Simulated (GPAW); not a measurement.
The system is CoO.

```
Co O
1.0
     1.60222    0.92504    2.56647
    -1.60222    0.92504    2.56647
     0.00000   -1.85008    2.56647
Co O
1 1
Cartesian
  0.0000 0.0000 7.6915
  0.0000 0.0000 5.7824
```

Measurements of this composition are mostly on another form, of space group No. 225.

Base run:

```yaml
Program: GPAW 26.7.0
Functional: LDA
Potentials_or_basis: the program's PAW data sets (release 1.2.1) made for this functional
Cutoff: 800 eV
Basis: pw
k_mesh: 10 × 10 × 10
Occupations: gaussian, width 0.1 eV
Spin: collinear spin, ferromagnetic start
Starting_moments: "[2.0, 0.0] μB"
```

Its results: band gap on the k mesh none (metal or under the smearing width); pressure -15.2 GPa; net moment 2.61 μB per cell; site moments Co +2.20; O +0.22 μB; largest force 0.210 eV/Å.

Question: The run is repeated on the same cell with these changes: functional from LDA to RPBE. What comes out?

Answer: Band gap on the k mesh none (metal or under the smearing width); pressure 6.8 GPa; net moment 2.80 μB per cell; site moments Co +2.36; O +0.23 μB; largest force 0.324 eV/Å.

RPBE binds less tightly than LDA, so the same cell stands under more pressure.

Caveats: a cell with one magnetic atom can't hold antiferromagnetic order, which such compounds often take; semilocal functionals often make such compounds metallic where correlation or magnetic order opens a gap, which also shifts bond lengths; so large a pressure means that the cell lies far from this level's equilibrium, or that cutoff or potentials fall short (some runs).
